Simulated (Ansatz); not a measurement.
# Trial inputs on LiH

The reference input for Ansatz (plane-wave DFT with PAW):

```yaml
crystal:
  lattice:
    - [0.0, 2.0086193919, 2.0086193919]
    - [2.0086193919, 0.0, 2.0086193919]
    - [2.0086193919, 2.0086193919, 0.0]
  atoms:
    - { symbol: Li, position: [0.0, 0.0, 0.0] }
    - { symbol: H, position: [0.5, 0.5, 0.5] }
basis:
  ecutwfc: 420
kpoints:
  mp_grid: { grid: [10, 10, 10] }
hamiltonian:
  xc: pbe
scf:
  occupations: { method: gaussian, width: 0.1 }
output:
  forces: true
  stress: true
  eigenvalues: true
```

Command:

```bash
ansatz run input.yaml --threads 1 --pin off --max-ram 1331MiB --backend cpu --events-out ev --progress --plain --runs-dir out
```

The run converges in 6 SCF iterations on 47 irreducible k-points: pressure -0.27 GPa, gap on the sampled k-points 2.99 eV.

These settings were drawn at random to show what each does; none of the numbers is a converged property of the crystal. Each trial's input is given as a difference from the reference's; energies are extrapolated to zero smearing where there is one, and pressure is positive in compression. Charged cells sit in a uniform background, and their pressures hang on that convention.

Problem. Trial 1:

```diff
 crystal:
   atoms:
-    - { symbol: H, position: [0.5, 0.5, 0.5] }
+    - { symbol: H, position: [0.5, 0.5, 0.5], spin: 5.0 }
 kpoints:
-  mp_grid: { grid: [10, 10, 10] }
+  mp_grid: { grid: [2, 5, 2] }
 hamiltonian:
+  dispersion: none
 scf:
+  lower_state_search: "off"
+  algorithm: direct_min
+  convergence: { dr2_threshold: "1e-9 eV" }
+  max_iter: 92
 output:
+  populations: true
+magnetization:
+  spin_polarized: true
+  magnetic_field: [0, 0, 10]
```

How does this run end?

Solution. The program refuses the input:

```text
Error: inconsistent input (magnetization.magnetic_field, magnetization.spin_polarized): is a list, and a spin_polarized run has one axis for its moments and the field — type the one component along it in T, or set noncollinear: true in place of spin_polarized: true
```

Next try, with these keys changed back:

```diff
 crystal:
   atoms:
-    - { symbol: H, position: [0.5, 0.5, 0.5], spin: 5.0 }
+    - { symbol: H, position: [0.5, 0.5, 0.5] }
 scf:
-  lower_state_search: "off"
 output:
-  populations: true
-magnetization:
-  spin_polarized: true
-  magnetic_field: [0, 0, 10]
```

The run converges in 5 SCF iterations on 9 irreducible k-points: pressure 1.55 GPa, gap on the sampled k-points 2.95 eV. It warns that the SCF threshold is loose for the stress; that the mesh lowers the symmetry.

Problem. Trial 2 (volume scaled):

```diff
 crystal:
   lattice:
-    - [0.0, 2.0086193919, 2.0086193919]
-    - [2.0086193919, 0.0, 2.0086193919]
-    - [2.0086193919, 2.0086193919, 0.0]
+    - [0.0, 1.9101338532, 1.9101338532]
+    - [1.9101338532, 0.0, 1.9101338532]
+    - [1.9101338532, 1.9101338532, 0.0]
 hamiltonian:
-  xc: pbe
+  xc: lda
 scf:
-  occupations: { method: gaussian, width: 0.1 }
+  occupations: { method: gaussian, width: "0.005 Ry" }
```

What happens?

Solution. The run converges in 6 SCF iterations on 47 irreducible k-points: pressure 3.14 GPa, gap on the sampled k-points 2.46 eV.

Problem. Trial 3:

```diff
 crystal:
+  symmetry: { detect: true }
 basis:
-  ecutwfc: 420
+  ecutrho_ratio: 10
+  precision: f64
 kpoints:
-  mp_grid: { grid: [10, 10, 10] }
+  mp_grid: { grid: [4, 4, 4] }
+  band_path: { path: [[0, 0, 0], [0.5, 0, 0], [0.5, 0.5, 0.5]], npoints: 4 }
 hamiltonian:
-  xc: pbe
+  xc: lda
 scf:
-  occupations: { method: gaussian, width: 0.1 }
+  occupations: { method: tetrahedron }
+  convergence: { dr2_threshold: "1e-8 eV" }
```

What happens?

Solution. The run converges in 5 SCF iterations on 8 irreducible k-points: pressure -2.47 GPa, gap on the sampled k-points 2.60 eV. It warns that the printed bands weren't solved further after the SCF; that the SCF threshold is loose for the stress; that forces and stress under tetrahedra may miss the energy's slope.

Problem. Trial 4:

```diff
 crystal:
+  symmetry: { detect: true }
 hamiltonian:
-  xc: pbe
+  xc: lda
 output:
+  efg: {}
```

How does this run end?

Solution. The run converges in 6 SCF iterations on 47 irreducible k-points: pressure -2.90 GPa, gap on the sampled k-points 2.62 eV.

Problem. Trial 5:

```diff
 kpoints:
+  band_path: { path: [VBM, CBM], npoints: 5 }
 scf:
-  occupations: { method: gaussian, width: 0.1 }
+  occupations: { method: gaussian, width: "0.02 Ry" }
+  max_iter: 2
+  convergence: { accept_max_iter: true }
```

What happens?

Solution. It warns that the printed bands weren't solved further after the SCF. The run stops unconverged after 2 SCF iterations (the limit was accepted, so it prints numbers of an unconverged density).

Next try, with these keys changed back:

```diff
 scf:
-  max_iter: 2
-  convergence: { accept_max_iter: true }
+  max_iter: 94
```

The run converges in 6 SCF iterations on 47 irreducible k-points: the reference's energy to 0.01 meV per atom, pressure -0.27 GPa, gap on the sampled k-points 2.99 eV.

Problem. Trial 6:

```diff
+total_charge: -1
 basis:
-  ecutwfc: 420
+  ecutwfc: "35 Ry"
+  ecutrho_ratio: 6
 kpoints:
-  mp_grid: { grid: [10, 10, 10] }
+  mp_grid: { grid: [4, 4, 4] }
 hamiltonian:
+  pseudopotentials: { kind: nc }
 scf:
-  occupations: { method: gaussian, width: 0.1 }
+  occupations: { method: cold, width: 0.0031 }
+relax:
+  adjacent_minimum: "off"
+  f_tol: 0.03
+  max_steps: 10
+  cell: { fix: [volume] }
```

What does the program give?

Solution. The program refuses the input:

```text
Error: inconsistent input (relax.cell.fix, crystal.symmetry): fixing [volume] (`angles` and `shape` written out) leaves nothing of the cell free to relax: remove `relax.cell` for a fixed-cell relaxation, or fix less. These quantities alone would leave part of the cell free, but the crystal's symmetry holds that part …
```

Next try, with these keys changed back:

```diff
-relax:
-  adjacent_minimum: "off"
-  f_tol: 0.03
-  max_steps: 10
-  cell: { fix: [volume] }
```

The run converges in 6 SCF iterations on 8 irreducible k-points: pressure -54.09 GPa (with the neutralising background of the charged cell) (unreliable at so low a cutoff), no gap. It warns that the cutoff lies under the recommended one, 1034 eV for these potentials.

Problem. Trial 7:

```diff
+total_charge: -0.1
 kpoints:
-  mp_grid: { grid: [10, 10, 10] }
+  mp_grid: { grid: [5, 9, 9] }
```

How does this run end?

Solution. The run converges in 6 SCF iterations on 115 irreducible k-points: pressure -7.09 GPa (with the neutralising background of the charged cell), no gap. It warns that the mesh lowers the symmetry.

Problem. Trial 8:

```diff
 basis:
-  ecutwfc: 420
+  ecutwfc: 480
 kpoints:
-  mp_grid: { grid: [10, 10, 10] }
+  mp_grid: { kspacing: 0.77 }
```

How does this run end?

Solution. The run converges in 6 SCF iterations on 8 irreducible k-points: energy 6.38 meV per atom above the reference, pressure 0.05 GPa, gap on the sampled k-points 2.98 eV.

Problem. Trial 9:

```diff
 crystal:
+  symmetry: { tolerance: 0.01 }
 basis:
-  ecutwfc: 420
+  ecutwfc: 630
+  ecutrho_ratio: 4
 hamiltonian:
-  xc: pbe
+  xc: lda
 scf:
-  occupations: { method: gaussian, width: 0.1 }
+  occupations: { method: cold, width: 0.35 }
```

What does the program give?

Solution. The run converges in 5 SCF iterations on 47 irreducible k-points: pressure -2.91 GPa, gap on the sampled k-points 2.62 eV.

Problem. Trial 10 (volume scaled):

```diff
 crystal:
   lattice:
-    - [0.0, 2.0086193919, 2.0086193919]
-    - [2.0086193919, 0.0, 2.0086193919]
-    - [2.0086193919, 2.0086193919, 0.0]
+    - [0.0, 2.0350516256, 2.0350516256]
+    - [2.0350516256, 0.0, 2.0350516256]
+    - [2.0350516256, 2.0350516256, 0.0]
 hamiltonian:
-  xc: pbe
+  xc: lda
 output:
+  optics: { e_range: [0, 10], sigma: 0.2 }
```

What does the program give?

Solution. The run converges in 6 SCF iterations on 47 irreducible k-points: pressure -4.02 GPa, gap on the sampled k-points 2.65 eV.